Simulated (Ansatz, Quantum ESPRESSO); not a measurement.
**BaS (Fm-3m): a worked LO-TO splitting**

Wanted: the LO mode of BaS (Fm-3m) from the TO mode and the field response.

Program: Quantum ESPRESSO 8.0 development, patched. Level of theory: DFT LDA, scalar-relativistic, plane waves, PseudoDojo norm-conserving pseudopotentials. Results are calculated unless marked as measured.

## (1) Set-up

It takes space group Fm-3m (No. 225, cubic). The conventional cell has a = 6.285 Å, b = 6.285 Å, c = 6.285 Å, α = 90.00°, β = 90.00°, γ = 90.00°. Ba has 6 S at 3.14 Å nearest. S has 6 Ba at 3.14 Å nearest. Farther neighbours and most contacts between anions are not listed.

Structure file:

```xyz
2
Lattice="-3.1426 0.0000 3.1426 0.0000 3.1426 3.1426 -3.1426 3.1426 0.0000" Properties=species:S:1:pos:R:3 pbc="T T T"
Ba    0.0000    0.0000    0.0000
S    -3.1426    3.1426    3.1426
```

This is the cell after its relaxation at this level of theory, not the database cell from which that began.

## (2) What the response run gave

A linear-response run on the relaxed cell, with the response to an electric field; only its zone-centre results are used. Cutoff 57 Ry, k mesh 6×6×6.

What it wrote:

```text
[banners, grids, parts of the stress and lines that vanish by symmetry left out]
Program PHONON v.8.0dev
     Dynamical matrices for q-points given in input
     (   1q-points):
[...]
Exchange-correlation= PW
                           (   1   4   0   0   0   0   0)
[...]
kinetic-energy cut-off    =      57.0000  Ry
     charge density cut-off    =     228.0000  Ry
     convergence threshold     =      1.0E-18
[...]
Exchange-correlation= PW
                           (   1   4   0   0   0   0   0)
[...]
q = (   0.0000000   0.0000000   0.0000000 )
     49 Sym.Ops. (with q -> -q+G )
     G cutoff =  814.7430  (  24309 G-vectors)     FFT grid: ( 45, 45, 45)
     number of k points=    16
[...]
Mode symmetry, O_h (m-3m)  point group:
[...]
Dielectric constant
[...]
End of electric fields calculation
          Dielectric constant in cartesian axis
          (       5.254024705      -0.000000000       0.000000000 )
          (      -0.000000000       5.254024705      -0.000000000 )
          (       0.000000000      -0.000000000       5.254024705 )
          Effective charges (d Force / dE) in cartesian axis without acoustic sum rule applied (asr)
           atom    1  Ba    Mean Z*:        2.64647
      Ex  (        2.64647        0.00000       -0.00000 )
      Ey  (        0.00000        2.64647        0.00000 )
      Ez  (       -0.00000        0.00000        2.64647 )
           atom    2  S     Mean Z*:       -2.65820
      Ex  (       -2.65820       -0.00000       -0.00000 )
      Ey  (       -0.00000       -2.65820        0.00000 )
      Ez  (       -0.00000        0.00000       -2.65820 )
          Effective charges Sum: Mean:       -0.01173
[...]
Effective charges (d Force / dE) in cartesian axis with asr applied:
           atom    1  Ba    Mean Z*:        2.65233
[...]
atom    2  S     Mean Z*:       -2.65233
[...]
Dielectric constant from finite-differences
          (       5.253997674       0.000000000       0.000000000 )
          (       0.000000000       5.253997674      -0.000000000 )
          (       0.000000000      -0.000000000       5.253997674 )
[...]
(       0.000000000      -0.000000000       0.000000000 )
          (       0.000000000      -0.000000000       0.000000000 )
          (      -0.000000000       0.000000000      -0.000000000 )
          (      -0.000000000      -0.000000000      -0.000000000 )
          (       0.000000000      -0.000000000       0.000000000 )
          (      -0.000000000       0.000000000      -0.000000000 )
          (       0.000000000       0.000000000      -0.000000000 )
          (       0.000000000       0.000000000       0.000000000 )
[...]
(      -0.000000000      -0.000000000       0.000000000 )
          (       0.000000000       0.000000000      -0.000000000 )
          (       0.000000000       0.000000000      -0.000000000 )
          (       0.000000000      -0.000000000       0.000000000 )
          (       0.000000000      -0.000000000       0.000000000 )
[...]
Representation #   1 modes #   1   2   3
[...]
End of self-consistent calculation
     Convergence has been achieved
     Representation #   2 modes #   4   5   6
[...]
End of self-consistent calculation
     Convergence has been achieved
[...]
Dielectric constant in cartesian axis
          (       5.254024705      -0.000000000       0.000000000 )
          (      -0.000000000       5.254024705      -0.000000000 )
          (       0.000000000      -0.000000000       5.254024705 )
          Effective charges (d Force / dE) in cartesian axis without acoustic sum rule applied (asr)
           atom    1  Ba    Mean Z*:        2.64647
      Ex  (        2.64647        0.00000       -0.00000 )
      Ey  (        0.00000        2.64647        0.00000 )
      Ez  (       -0.00000        0.00000        2.64647 )
           atom    2  S     Mean Z*:       -2.65820
      Ex  (       -2.65820       -0.00000       -0.00000 )
      Ey  (       -0.00000       -2.65820        0.00000 )
      Ez  (       -0.00000        0.00000       -2.65820 )
          Effective charges Sum: Mean:       -0.01173
[...]
Effective charges (d Force / dE) in cartesian axis with asr applied:
           atom    1  Ba    Mean Z*:        2.65233
[...]
atom    2  S     Mean Z*:       -2.65233
[...]
q = (    0.000000000   0.000000000   0.000000000 )
[...]
freq (    1) =       0.004490 [THz] =       0.149769 [cm-1]
     freq (    2) =       0.004490 [THz] =       0.149769 [cm-1]
     freq (    3) =       0.004490 [THz] =       0.149769 [cm-1]
     freq (    4) =       4.567635 [THz] =     152.359891 [cm-1]
     freq (    5) =       4.567635 [THz] =     152.359891 [cm-1]
     freq (    6) =       4.567635 [THz] =     152.359891 [cm-1]
[...]
Mode symmetry, O_h (m-3m)  point group:
     freq (   1-   3) =          0.1  [cm-1]   --> T_1u G_15  G_4- I
     freq (   4-   6) =        152.4  [cm-1]   --> T_1u G_15  G_4- I

   JOB DONE.
```

```tsv
quantity	value
cell volume Ω (Å³)	62.074
mass of Ba (u)	137.327
mass of S (u)	32.060
Born charge of Ba, raw (e)	2.647
Born charge of S, raw (e)	-2.658
ε∞	5.254
ω(TO) after the sum rule (cm⁻¹)	152.4
```

## (3) The calculation

The charges must sum to zero over the cell; taking off their mean, -0.006 e, leaves Z* = 2.652 e on Ba. In the polar mode Ba moves against S, so the reduced mass is μ = 137.33 × 32.06 / 169.39 = 25.992 u.

A longitudinal wave builds up a field that adds to the restoring force: ω(LO)² = ω(TO)² + 4π Z*² / (μ Ω ε∞), in Hartree atomic units. With μ = 47380 electron masses and Ω = 418.90 bohr³ the second term is 8.4776e-07 Ha², or 40836 cm⁻² (1 Ha = 219474.6 cm⁻¹).

So ω(LO) = √(23214 + 40836) = 253.1 cm⁻¹, and by the Lyddane-Sachs-Teller relation ε₀ = ε∞ (ω(LO)/ω(TO))² = 14.50.

## (4) Check against the program

The analysis program adds the same non-analytic term to the full matrix, here for q along (1 0 0).

What it wrote:

```text
[banner, memory and clock lines left out]
Program DYNMAT v.8.0dev

     Reading Dynamical Matrix from file g.dyn
     ...Force constants read
     ...epsilon and Z* read
     ...Raman cross sections read

     Polarizability (A^3 units)
     multiply by 0.413564 for Clausius-Mossotti correction (not under assume_isolated = 'mt')
        21.013669   -0.000000    0.000000
        -0.000000   21.013669   -0.000000
         0.000000   -0.000000   21.013669

     IR activities are in (D/A)^2/amu units

# mode   [cm-1]    [THz]      IR
    1      0.00    0.0000    0.0000
    2      0.00    0.0000    0.0000
    3      0.00    0.0000    0.0000
    4    152.36    4.5677    6.2443
    5    152.36    4.5677    6.2443
    6    253.08    7.5871    6.2443
```

ε₀ comes from the program's run without a direction of q.

```tsv
quantity	by hand	program
ω(LO) (cm⁻¹)	253.1	253.1
ε₀	14.50	14.50
```

## (5) What came out

| Property | Result |
| --- | --- |
| TO mode | 152.4 cm⁻¹ |
| LO mode | 253.1 cm⁻¹ |
| static dielectric constant | 14.50 |

The LO mode of BaS (Fm-3m) lies at 253 cm⁻¹, 101 cm⁻¹ above the TO mode; the formula meets the program within 0.1 cm⁻¹, as it must for a cubic crystal with one polar mode. ω(LO)² − ω(TO)² goes with Z*²/ε∞: an error of 5 % in ε∞ would move the LO mode by 3.9 cm⁻¹, and semilocal functionals tend to overestimate ε∞. These are harmonic values at zero temperature, at the volume of this functional, for the structure held cubic; stability elsewhere in the zone is no part of this calculation.

[Host names and launcher messages were left out of these logs when they were recorded.]

[Logs are printed without paths, hosts, clocks, repeated set-up lines and the standing remarks that a program may print on its own settings, such as how far it seeks lower states.]

[Hosts, paths, dates, database ids (printed as entryN), source tags and the programs' standing remarks are cut or masked in the printed files.]
